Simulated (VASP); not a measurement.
## In: relaxation of cell and atoms with PBE+D3(BJ)

The system is In.

```
In
1.0
    -1.62309    1.62309    2.47121
     1.62309   -1.62309    2.47121
     1.62309    1.62309   -2.47121
In
1
Cartesian
  3.2462 0.0000 0.0000
```

```json
{"Program": "VASP 6.6.1", "Task": "relaxation of cell and atoms", "Functional": "PBE", "Dispersion": "D3(BJ)", "Potentials or basis": "VASP PAW PBE potentials, release 64 (In_d)", "Cutoff": "600 eV", "k mesh": "16 × 16 × 16", "Occupations": "methfessel-paxton, width 0.1 eV", "Spin": "no spin polarisation", "Further INCAR settings": "ALGO = Normal; EDIFF = 1e-07; IBRION = 2; EDIFFG = -0.005; NSW = 90; ISIF = 3"}
```

```
Pressure after relaxing    : 0.0 GPa
Band gap on the k mesh     : none (metal or under the smearing width)
Dispersion energy per atom : -0.340 eV
```

Final structure:
```xyz
1
Lattice="-1.6231 1.6231 2.4712 1.6231 -1.6231 2.4712 1.6231 1.6231 -2.4712" Properties=species:S:1:pos:R:3 pbc="T T T"
In    0.0000    0.0000    0.0000
```

Levels at points of the mesh, in eV from the Fermi level:
```
           k point  band 2  band 3  band 4  band 5  band 6  band 7  band 8  band 9  band 10
(0.00, 0.00, 0.00)  -14.66  -14.66  -14.57  -14.47   -9.63   10.53   10.53   10.71    11.54
(0.50, 0.00, 0.00)  -14.73  -14.64  -14.38  -14.34   -4.36   -3.44    7.51    9.15    11.07
(0.50, 0.50, 0.00)  -14.82  -14.38  -14.36  -14.27   -2.02   -1.68    3.48    3.91     6.99
(0.50, 0.50, 0.50)  -14.82  -14.37  -14.33  -14.33   -2.98   -2.74    4.70    4.70     8.18
```

It took 2 min on 1 thread of Intel(R) Xeon(R) Platinum 8375C CPU @ 2.90GHz (Ice Lake), with other jobs on the host, peak memory 0.25 GiB.

Caveat: the relaxation stopped at its first step, so nothing moved; pairwise dispersion overbinds metals, which lowers pressure and volume.
